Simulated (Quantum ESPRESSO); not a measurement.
Pb under changes of volume

One of the cells (30.323 Å³/atom); the others are scaled copies at fixed shape and fractional positions:

```
Pb
1.0
     0.00000    2.47502    2.47502
     2.47502    0.00000    2.47502
     2.47502    2.47502    0.00000
Pb
1
Direct
  0.00000 0.00000 0.00000
```

* Program: Quantum ESPRESSO 7.5
* Functional: vdW-DF-C09
* Potentials or basis: PseudoDojo 0.4.1 SR PBE standard
* Cutoff: 762 eV
* Density cutoff: 3048 eV
* k mesh: 9 × 9 × 9
* Occupations: fermi-dirac, width 0.05 eV
* Spin: no spin polarisation

| volume (Å³/atom) | energy over the lowest point (meV/atom) | pressure (GPa) |
| --- | --- | --- |
| 28.503 | ? | ? |
| 29.110 | 3.37 | 1.5 |
| 29.716 | 0.00 | 0.3 |
| 30.323 | 0.66 | -0.6 |
| 30.929 | 4.81 | -1.5 |
| 31.535 | 11.96 | -2.3 |
| 32.142 | 21.75 | -2.9 |

Task: What does the run at 28.503 Å³/atom give?

Result: Energy over the lowest point 11.33 meV/atom; pressure 2.7 GPa.

Worked out: A Birch-Murnaghan fit of order 3 (a polynomial in V^(-2/3)) to the other rows has its minimum at 29.91 Å³/atom with B0 = V·E''(V) = 50 GPa and B' = 6.0. It gives 11.39 meV/atom at 28.503 Å³/atom, against the run's 11.33, and -dE/dV = 2.8 GPa, against 2.7.

Energies are extrapolated to zero smearing.

Caveats: the potentials were made for another functional, which shifts forces and pressure.
